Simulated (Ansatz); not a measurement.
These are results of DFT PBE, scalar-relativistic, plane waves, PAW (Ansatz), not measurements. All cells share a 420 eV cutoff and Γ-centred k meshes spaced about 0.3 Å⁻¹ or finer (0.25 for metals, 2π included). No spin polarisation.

Relaxed structures of Hf5O3, with energies over the first row. Coordination counts O atoms around Hf (those within 1.25 times the shortest such distance or 1.15 times the sum of covalent radii; a slash parts the counts of unlike sites).

```
#  form                    sites  V (Å³/atom)  coordination  ΔE (meV/atom)
1  C2/m  Hf 4i, 4i, 2a; O 4i, 2b         14.7        Hf 3/4              0
2  R-3m  Hf 6c, 3a, 6c; O 6c, 3b         14.7        Hf 3/6             12
```

A further structure, relaxed alike:

```cif
data_structure
_symmetry_space_group_name_H-M 'P 1'
_symmetry_Int_Tables_number 1
_cell_length_a 13.2567
_cell_length_b 13.2567
_cell_length_c 13.2567
_cell_angle_alpha 13.976
_cell_angle_beta 13.976
_cell_angle_gamma 13.976
_cell_volume 118.28
loop_
_atom_site_label
_atom_site_type_symbol
_atom_site_fract_x
_atom_site_fract_y
_atom_site_fract_z
_atom_site_occupancy
Hf1 Hf 0.20179 0.20179 0.20179 1
Hf2 Hf 0.79821 0.79821 0.79821 1
Hf3 Hf 0.00000 0.00000 0.00000 1
Hf4 Hf 0.59857 0.59857 0.59857 1
Hf5 Hf 0.40143 0.40143 0.40143 1
O1 O 0.50000 0.50000 0.50000 1
O2 O 0.69722 0.69722 0.69722 1
O3 O 0.30278 0.30278 0.30278 1
```

**Question.** Where does it fall in the ranking, and at what energy?

**Answer.** It is the highest, 83 meV/atom above row 1, with space group R-3m (No. 166) and 14.8 Å³/atom. Counting O atoms around Hf, this cell has Hf 3/6 and row 1 has Hf 3/4. Around Hf on a site of symmetry 3m lie 3 O at 2.32 Å and 9 Hf at 3.12–3.23 Å; Hf on a site of symmetry -3m has 6 O at 2.22 Å; Hf on a second site of symmetry 3m has 3 O at 2.38 Å and 12 Hf at 3.12–3.26 Å; O on a site of symmetry -3m is surrounded by 6 Hf at 2.32 Å; 1 more site not described.

The k mesh leaves some 4 meV/atom of noise in the energy of each metallic cell. Spin–orbit coupling, which can matter for Hf, is left out. Cells relaxed within their symmetry can be saddle points.
